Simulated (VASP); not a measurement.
Runs of VASP 6.6.1 on Zr. Symmetry: Im-3m, No. 229, cubic system. Conventional cell: a = 3.582 Å, b = 3.582 Å, c = 3.582 Å, α = 90.00°, β = 90.00°, γ = 90.00°. Zr (site symmetry m-3m) is surrounded by 8 Zr at 3.10 Å. This isn't the form of Zr at room conditions, which is hcp.

```tsv
task	level	potentials or basis	cell	k mesh	cutoff (eV)	mesh quality	gap on the mesh (eV)	pressure (GPa)	relaxed volume (Å³/atom)
relaxation of cell and atoms	PBEsol	VASP PAW PBE potentials, release 64 (Zr_sv)	relaxed	6 × 6 × 6	600	coarse	none	0.0	21.70
relaxation of cell and atoms	PBEsol	VASP PAW PBE potentials, release 64 (Zr_sv)	relaxed	16 × 16 × 16	600	not flagged	none	0.0	21.86
relaxation of cell and atoms	PBEsol	VASP PAW PBE potentials, release 64 (Zr_sv)	relaxed	16 × 16 × 16	300	not flagged	none	0.0	(c)
relaxation of cell and atoms	LDA	VASP PAW LDA potentials, release 64 (Zr_sv)	relaxed	16 × 16 × 16	600	not flagged	none	0.0	21.13
relaxation of cell and atoms	RPBE	VASP PAW PBE potentials, release 64 (Zr_sv)	relaxed	16 × 16 × 16	600	not flagged	none	0.0	23.45
relaxation of cell and atoms	PBEsol	VASP PAW PBE potentials, release 64 (Zr_sv)	relaxed	16 × 16 × 16	580	not flagged	none	0.0	21.85
single point	PBEsol	VASP PAW PBE potentials, release 64 (Zr_sv)	as given	16 × 16 × 16	520	not flagged	none	(b)	-
relaxation of cell and atoms	PBE	VASP PAW PBE potentials, release 64 (Zr_sv)	relaxed	16 × 16 × 16	600	not flagged	none	0.0	(a)
```

Alike in all rows: no spin polarisation; smearing gaussian 0.1 eV.

Question: Estimate the missing entries.

Answer: (a) 22.85; (b) -4.3; (c) 21.66.

Caveats: some runs use coarse meshes; the PAW data sets were made with another functional, which shifts forces and pressure a little (some runs).

A k mesh can miss the band edges, and the runs leave out spin-orbit coupling on Zr.

A gap of «none» marks a metal or a gap under the smearing width.
